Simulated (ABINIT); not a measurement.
# Quasiparticle gap of GaP (F-43m) in ABINIT

How does a plane-wave GW calculation on GaP (F-43m) run from the first input to the gap?

Calculated with ABINIT 10.8.3; PBE and many-body steps on it, plane waves.

**The experiments to reproduce.**

- Gap 2.25 ± 0.04 eV: optical gap from Tauc plot (fundamental, indirect); spectroscopic ellipsometry, Tauc-Lorentz fit and Tauc plot; 300 K; film (GaP layer on Si reference sample) on Si (“Assessment of GaPSb/Si tandem material association properties for photoelectrochemical cells”, 2020, arxiv:2002.02774).

This is a report of a sequence of runs, with most program output left out.

## Step 1: The starting structure

It takes space group F-43m (No. 216, cubic). The conventional cell has a = 5.450 Å, b = 5.450 Å, c = 5.450 Å, α = 90.00°, β = 90.00°, γ = 90.00°. Nearest to Ga lie 4 P at 2.36 Å. Nearest to P lie 4 Ga at 2.36 Å. Farther neighbours are not listed.

The cell and positions come from the Crystallography Open Database and are kept as given unless a step says otherwise.

## Step 2: Ground state

This step: ABINIT 10.8.3; DFT, PBE, plane waves, norm-conserving pseudopotentials.

The ground-state density comes first.

run.abi

```
acell 3*1.0 Angstrom
rprim 
  0.000000000000 2.725250000000 2.725250000000
  2.725250000000 0.000000000000 2.725250000000
  2.725250000000 2.725250000000 0.000000000000
ntypat 2
znucl 31 15
natom 2
typat 1 2
xred 
  0.000000000000 0.000000000000 0.000000000000
  0.250000000000 0.250000000000 0.250000000000
pp_dirpath "pseudos"
pseudos "Ga.upf, P.upf"
ecut 45
ngkpt 6 6 6
nshiftk 1
shiftk 0 0 0
kptopt 1
chksymbreak 0
nband 18
occopt 1
tolvrs 1e-10
nstep 60
prtwf 0
optforces 0
optstress 0
indata_prefix "in"
outdata_prefix "out"
tmpdata_prefix "tmp"
```

Started as:

```console
$ OMP_NUM_THREADS=1 mpirun -n 4 abinit run.abi > log
```

The job ended after 13 s (4 MPI ranks of Arm Neoverse V2, shared host; peak memory 0.33 GiB; 53 s of CPU time).

This step gave:

```
total energy               : -6946.1481 eV
gap                        : 1.653 eV
k of the valence top       : 0, 0, 0
k of the conduction bottom : 0.5, 0.5, 0
least direct gap           : 1.809 eV
```

The gap is indirect, with the least direct gap 0.16 eV higher.

## Step 3: Bands along the symmetry lines

Levels along a band path, at the cheap level, show where the edges lie and whether the meshes to come will hold them.

run.abi

```
acell 3*1.0 Angstrom
rprim 
  0.000000000000 2.725250000000 2.725250000000
  2.725250000000 0.000000000000 2.725250000000
  2.725250000000 2.725250000000 0.000000000000
ntypat 2
znucl 31 15
natom 2
typat 1 2
xred 
  0.000000000000 0.000000000000 0.000000000000
  0.250000000000 0.250000000000 0.250000000000
pp_dirpath "pseudos"
pseudos "Ga.upf, P.upf"
ecut 45
iscf -2
irdden 1
kptopt 0
nkpt 50
kpt 
  0.00000000 0.00000000 0.00000000
  -0.06250000 -0.06250000 0.00000000
  -0.12500000 -0.12500000 0.00000000
  -0.18750000 -0.18750000 0.00000000
  -0.25000000 -0.25000000 0.00000000
  -0.31250000 -0.31250000 0.00000000
  -0.37500000 -0.37500000 0.00000000
  -0.43750000 -0.43750000 0.00000000
  -0.50000000 -0.50000000 0.00000000
  -0.48437500 -0.48437500 0.03125000
  -0.46875000 -0.46875000 0.06250000
  -0.45312500 -0.45312500 0.09375000
  -0.43750000 -0.43750000 0.12500000
  -0.42187500 -0.42187500 0.15625000
  -0.40625000 -0.40625000 0.18750000
  -0.39062500 -0.39062500 0.21875000
  -0.37500000 -0.37500000 0.25000000
  -0.37500000 0.00000000 0.37500000
  -0.32812500 0.00000000 0.32812500
  -0.28125000 0.00000000 0.28125000
  -0.23437500 0.00000000 0.23437500
  -0.18750000 0.00000000 0.18750000
  -0.14062500 0.00000000 0.14062500
  -0.09375000 0.00000000 0.09375000
  -0.04687500 0.00000000 0.04687500
  0.00000000 0.00000000 0.00000000
  0.00000000 0.00000000 0.06250000
  0.00000000 0.00000000 0.12500000
  0.00000000 0.00000000 0.18750000
  0.00000000 0.00000000 0.25000000
  0.00000000 0.00000000 0.31250000
  0.00000000 0.00000000 0.37500000
  0.00000000 0.00000000 0.43750000
  -0.00000000 -0.00000000 0.50000000
  -0.06250000 -0.03125000 0.46875000
  -0.12500000 -0.06250000 0.43750000
  -0.18750000 -0.09375000 0.40625000
  -0.25000000 -0.12500000 0.37500000
  -0.31250000 -0.15625000 0.34375000
  -0.37500000 -0.18750000 0.31250000
  -0.43750000 -0.21875000 0.28125000
  -0.50000000 -0.25000000 0.25000000
  -0.50000000 -0.28125000 0.21875000
  -0.50000000 -0.31250000 0.18750000
  -0.50000000 -0.34375000 0.15625000
  -0.50000000 -0.37500000 0.12500000
  -0.50000000 -0.40625000 0.09375000
  -0.50000000 -0.43750000 0.06250000
  -0.50000000 -0.46875000 0.03125000
  -0.50000000 -0.50000000 0.00000000
istwfk *1
nband 20
nbdbuf 2
tolwfr 1e-08
nstep 40
prtwf 0
prtvol 0
indata_prefix "in"
outdata_prefix "out"
tmpdata_prefix "tmp"
```

Run time: 18 s. Hardware: 4 MPI ranks; peak memory 0.32 GiB.

Numbers from this step:

* gap: 1.592 eV
* k of the valence top: 0, 0, 0
* k of the conduction bottom: -0.4375, -0.4375, 0
* least direct gap: 1.809 eV

The gap is 1.592 eV, −0.061 eV from the run before at this level.

Electronic bands along the path, in eV, zero at the top of the highest filled band:

```
    point  band 10  band 11  band 12  band 13  band 14  band 15  band 16  band 17
        Γ   -12.50     0.00     0.00     0.00     1.81     3.88     3.88     3.88
  halfway   -11.46    -3.68    -1.68    -1.68     2.18     3.72     6.74     6.74
        X    -9.53    -6.76    -2.68    -2.68     1.65     1.82    10.57    10.57
  halfway    -9.51    -6.71    -3.24    -2.57     1.84     2.75     9.51     9.66
        U    -9.57    -6.55    -3.94    -2.26     2.19     4.80     8.23     8.25
jump to K    -9.57    -6.55    -3.94    -2.26     2.19     4.80     8.23     8.25
  halfway   -11.36    -4.25    -2.45    -0.67     3.28     4.99     5.00     5.86
        Γ   -12.50     0.00     0.00     0.00     1.81     3.88     3.88     3.88
  halfway   -11.72    -3.88    -0.66    -0.66     2.15     4.74     4.74     6.34
        L   -10.43    -6.64    -1.12    -1.12     1.66     4.72     4.72     8.28
  halfway   -10.03    -6.42    -3.20    -1.94     3.45     4.30     6.45     7.91
        W    -9.44    -6.56    -3.58    -3.42     4.70     4.86     6.10     6.15
  halfway    -9.49    -6.67    -3.17    -3.09     2.77     2.94     8.49     8.58
        X    -9.53    -6.76    -2.68    -2.68     1.65     1.82    10.57    10.57
```

## Step 4: Empty states on the mesh, 4×4×4 mesh, 40 bands

The sums over transitions need many empty states on a uniform mesh; this step solves for them.

run.abi

```
acell 3*1.0 Angstrom
rprim 
  0.000000000000 2.725250000000 2.725250000000
  2.725250000000 0.000000000000 2.725250000000
  2.725250000000 2.725250000000 0.000000000000
ntypat 2
znucl 31 15
natom 2
typat 1 2
xred 
  0.000000000000 0.000000000000 0.000000000000
  0.250000000000 0.250000000000 0.250000000000
pp_dirpath "pseudos"
pseudos "Ga.upf, P.upf"
ecut 45
ngkpt 4 4 4
nshiftk 1
shiftk 0 0 0
kptopt 1
chksymbreak 0
iscf -2
irdden 1
istwfk *1
nband 40
nbdbuf 4
tolwfr 1e-09
nstep 60
prtvol 0
indata_prefix "in"
outdata_prefix "out"
tmpdata_prefix "tmp"
```

The job ended after 7.9 s (4 MPI ranks; peak memory 0.28 GiB).

Numbers from this step:

- gap: 1.653 eV
- k of the valence top: 0, 0, 0
- k of the conduction bottom: 0.5, 0.5, 0
- least direct gap: 1.809 eV
- k points computed: 8
- lowest point of the top converged band, above the valence top: 29.76 eV

On this mesh the gap is 1.653 eV.

## Step 5: Screening, 4×4×4 mesh, 36 bands, screening to 87.1 eV

The RPA dielectric matrix is built and inverted for each q.

This step: RPA screening on PBE, plane waves, norm-conserving pseudopotentials.

run.abi: that of step 4 with these lines changed.

```diff
@@ -20,10 +20,11 @@
 chksymbreak 0
-iscf -2
-irdden 1
 istwfk *1
-nband 40
-nbdbuf 4
-tolwfr 1e-09
-nstep 60
-prtvol 0
+occopt 1
+irdwfk 1
+optdriver 3
+nband 36
+ecuteps 3.2
+inclvkb 2
+awtr 1
+symchi 1
 indata_prefix "in"
```

Run time: 6.2 s. Hardware: 4 MPI ranks; peak memory 0.53 GiB.

This step gave:

```yaml
eps_infinity_with_local_fields_on_this_mesh_along_the_program_s_q_direction: 18.04
the_same_without_local_fields: 19.68
plasma_frequency: 29.76 eV
plane_waves_in_the_screening_matrix: 65
```

Local fields lower ε∞ by 8 %. On a Γ-centred mesh this coarse the value itself is usually too large, while a short band sum pulls it down.

## Step 6: Self-energy, 4×4×4 mesh, 36 bands, screening to 87.1 eV

The self-energy is evaluated for the states that the input lists, and the levels follow from it, in one-shot runs by the linearised quasiparticle equation.

This step: G0W0 on PBE, plane waves, norm-conserving pseudopotentials.

run.abi: that of step 5 with these lines changed.

```diff
@@ -23,8 +23,17 @@
 irdwfk 1
-optdriver 3
+optdriver 4
 nband 36
+gwcalctyp 0
+ecutsigx 45
+symsigma 1
+nkptgw 2
+kptgw 
+  0.0000000000 0.0000000000 0.0000000000
+  0.5000000000 0.5000000000 0.0000000000
+bdgw 
+  11 17
+  12 15
 ecuteps 3.2
-inclvkb 2
-awtr 1
-symchi 1
+irdscr 1
+ppmodel 1
 indata_prefix "in"
```

Wall time 3.3 s (4 MPI ranks); peak memory 0.46 GiB; 13 s of CPU time.

This step gave:

```
G0W0 gap on the points computed              : 2.071 eV
starting gap on the mesh                     : 1.653 eV
k of the valence top                         : 0, 0, 0
k of the conduction bottom                   : 0.5, 0.5, 0
Z at the valence top                         : 0.785
Z at the conduction bottom                   : 0.809
least direct G0W0 gap on the computed points : 2.737 eV
```

The gap on the mesh goes from 1.65 eV to 2.07 eV, a correction of +0.42 eV.

Limits: finite bands, cutoff and mesh; no spin-orbit coupling; coarse k mesh. v1 is the top filled band, c1 the lowest empty one. Levels before and after the correction, in eV, zero at the valence-band top of each column:

```csv
,conduction bottom,valence top
Kohn-Sham,1.65,0.00
G0W0,2.07,0.00
```

```csv
,level,energy (eV)
Kohn-Sham,Γ v3-v1,0.000
Kohn-Sham,Γ c1,1.809
Kohn-Sham,Γ c2-c4,3.885
Kohn-Sham,(0.5 0.5 0) v2-v1,-2.685
Kohn-Sham,(0.5 0.5 0) c1,1.653
Kohn-Sham,(0.5 0.5 0) c2,1.820
G0W0,Γ v3-v1,0.000
G0W0,Γ c1,2.737
G0W0,Γ c2-c4,4.762
G0W0,(0.5 0.5 0) v2-v1,-2.866
G0W0,(0.5 0.5 0) c1,2.071
G0W0,(0.5 0.5 0) c2,2.422
```

## Step 7: Where the time went

Times are wall times on 4 MPI ranks of Arm Neoverse V2, shared host. The host was busy with other work, so they are no guide to cost.

| step | time | share | memory (GiB) |
| --- | --- | --- | --- |
| ground state | 13 s | 27 % | 0.33 |
| bands along the symmetry lines | 18 s | 37 % | 0.32 |
| empty states on the mesh | 7.9 s | 16 % | 0.28 |
| screening | 6.2 s | 13 % | 0.53 |
| self-energy | 3.3 s | 7 % | 0.46 |

## Step 8: Results

```
PBE gap                              : 1.59 eV, indirect
G0W0 gap on the mesh                 : 2.07 eV
G0W0 gap over the zone (rigid shift) : 2.01 eV
GW settings                          : 4×4×4 mesh, 36 bands, screening to 87.1 eV, Godby-Needs plasmon pole
known limits                         : not at the basis limit; no spin-orbit coupling; coarse k mesh
```

G0W0 moves the gap on the mesh from 1.65 eV to 2.07 eV (+0.42 eV), with Z of 0.79 and 0.81 at the edges. The mesh misses the band edges by 0.06 eV in all; a rigid shift gives 2.01 eV for the zone. Local fields lower the RPA ε∞ on this mesh from 19.68 to 18.04; a Γ-centred mesh this coarse tends to raise both, most where the direct gap is narrow, while a short band sum lowers them. Only 2 of the mesh's irreducible points were corrected, so a valley elsewhere could overtake. Against experiment, by G0W0@PBE: the gap of 2.01 eV lies −0.24 eV from the measured 2.25 ± 0.04 eV (indirect, 300 K, on Si, 2020). The calculation has static nuclei and no excitons; a measured gap holds zero-point and thermal motion, which mostly lowers it. Bands and cutoff are finite, so the gap is not at the basis limit. The miss can reach some tenths of an eV and take either sign; the mesh is an error of its own. In the G0W0 run levels were corrected at 2 k points alone, so a gap called «on the mesh» is the least over those, and an edge elsewhere would be missed. A denser mesh or path gives a starting gap of 1.59 eV: the GW mesh misses a band edge, so its gaps are not the fundamental one. The 4×4×4 mesh is coarse for this cell, which bears on the long-range parts of exchange and screening. The many-body steps are scalar-relativistic: spin-orbit coupling is not in them.

[Paths, hosts, dates, memory and timing lines, banners, echoed tables and standing remarks are left out of the program output.]

[Logs are printed without paths, hosts, clocks, repeated set-up lines and the standing remarks that a program may print on its own settings, such as how far it seeks lower states.]

[Runs of the session that timed out or met a known fault of the program may be left out.]

[Hosts, paths, dates, database ids (printed as entryN), source tags and the programs' standing remarks are cut or masked in the printed files.]

[G0W0 gaps are taken among the corrected bands and points alone; a level outside them can change the order at an edge.]

[Where Ansatz stands beside ABINIT at settings called matched, ABINIT's density can come from a denser mesh and the files from another edition; pairs whose starting gaps differed by over 0.03 eV were left out, so agreement reads better than it is.]
